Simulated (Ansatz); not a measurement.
**NiO in Ansatz: the effect of functional**

NiO:

```xyz
2
Lattice="0.0000 2.2406 2.2406 2.2406 0.0000 2.2406 2.2406 2.2406 0.0000" Properties=species:S:1:pos:R:3 pbc="T T T"
Ni    0.0000    0.0000    0.0000
O     3.3609    3.3609    3.3609
```

The cell was built by a generator and needn't be a form met in nature.

Alike in all runs:

* Program: Ansatz 0.2.0
* Task: band structure
* Potentials or basis: Ansatz PAW
* Cutoff: 420 eV (not typed: the program's choice for these potentials)
* k mesh: 7 × 7 × 7
* Occupations: fermi-dirac, width 0.05 eV
* Spin: collinear spin, ferromagnetic start
* Starting moments: [1.0, 0.0] μB

Q: One run gave: pressure 3.7 GPa; moment 1.93 μB. Which functional did it use?
A. PBEsol
B. PBE
C. revPBE
D. RPBE
E. LDA

A: C.

```csv
functional,pressure (GPa),moment (μB)
LDA,-15.2,1.71
PBE,-0.3,1.89
PBEsol,-8.3,1.83
RPBE,5.2,1.95
revPBE,3.7,1.93
BLYP,5.5,1.88
```

Caveats: a cell with one magnetic atom can't hold antiferromagnetic order, which such compounds often take; the PAW data sets come from PBE, with cores solved anew for the run's functional, which leaves a small shift of forces and pressure (some runs).
